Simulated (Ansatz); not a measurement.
# VO2: the cost of one run

Computed with Ansatz 0.2.0 (DFT PBE+U (U_eff = 3.2 eV on V 3d), scalar-relativistic, plane waves, PAW, unless a step's input says otherwise).

The COD entry's cell or inner coordinates are ideal or old and differ from later refinements, so a difference from it is no clean test against experiment.

### 1 The system as given

Symmetry: P4_2/mnm, No. 136, tetragonal system. Conventional cell: a = 4.481 Å, b = 4.481 Å, c = 3.027 Å, α = 90.00°, β = 90.00°, γ = 90.00°. V (site symmetry mmm) is surrounded by 6 O at 1.89 to 1.98 Å. Around O (site symmetry m2m) lie 3 V at 1.89 to 1.98 Å.

Structure file:

```xyz
6
Lattice="4.4800 0.0000 0.0000 0.0000 4.4817 0.0000 0.0000 0.0000 3.0269" Properties=species:S:1:pos:R:3 pbc="T T T"
V     0.0000    0.0000    0.0000
V     2.2400    2.2409    1.5135
O     1.3375    1.3406    0.0000
O     0.9025    3.5814    1.5135
O     3.1425    3.1411    0.0000
O     3.5775    0.9003    1.5135
```

This cell comes from an earlier session at PBE+U (U_eff = 3.2 eV on V 3d): 10.129 Å³/atom at 0.01 GPa, on a 6×6×6 mesh.

Volume factors to run: 0.980, 1.020, 0.960, 1.040.

### 2 Volume × 0.980

input.yaml reads:

```yaml
crystal:
  lattice:
    - [4.4499438175, 0.0, 0.0]
    - [0.0, 4.451623653, -2.8e-09]
    - [0.0, 1.9e-09, 3.0066300204]
  atoms:
    - { symbol: V, position: [0.0, 0.0, 0.0], spin: 0.95 }
    - { symbol: V, position: [0.5, 0.5, 0.5], spin: 0.95 }
    - { symbol: O, position: [0.2985542182, 0.2991256893, 0.0] }
    - { symbol: O, position: [0.2014457818, 0.7991256893, 0.5] }
    - { symbol: O, position: [0.7014457818, 0.7008743107, 0.0] }
    - { symbol: O, position: [0.7985542182, 0.2008743107, 0.5] }
basis:
  ecutwfc: 420
  ecutrho_ratio: 4
kpoints:
  mp_grid: { grid: [6, 6, 6] }
hamiltonian:
  xc: pbe
  hubbard:
    sites:
      - { species: V, l: d, u_eff: 3.25, starting_ns: start.occupation_matrices }
    ns_hold: { iters: 6 }
scf:
  occupations: { method: gaussian, width: 0.05 }
  lower_state_search: "off"
output:
  forces: true
  stress: true
  eigenvalues: true
  populations: true
magnetization:
  spin_polarized: true
relax:
  f_tol: 0.01
  max_steps: 40
  cell: { stress_tol: 0.1, fix: [volume] }
```

The open shells start from the occupation matrices of the run at the neighbouring geometry (file start.occupation_matrices).

Started as:

```bash
> ansatz run input.yaml --threads 4 --pin off --max-ram 10240MiB --backend cpu --events-out ev --progress --plain --runs-dir out
```

Q: Estimate wall time and peak memory on 4 threads of Intel Xeon 6975P-C (Granite Rapids), shared host.

About 11 s, with a peak of 0.62 GiB.
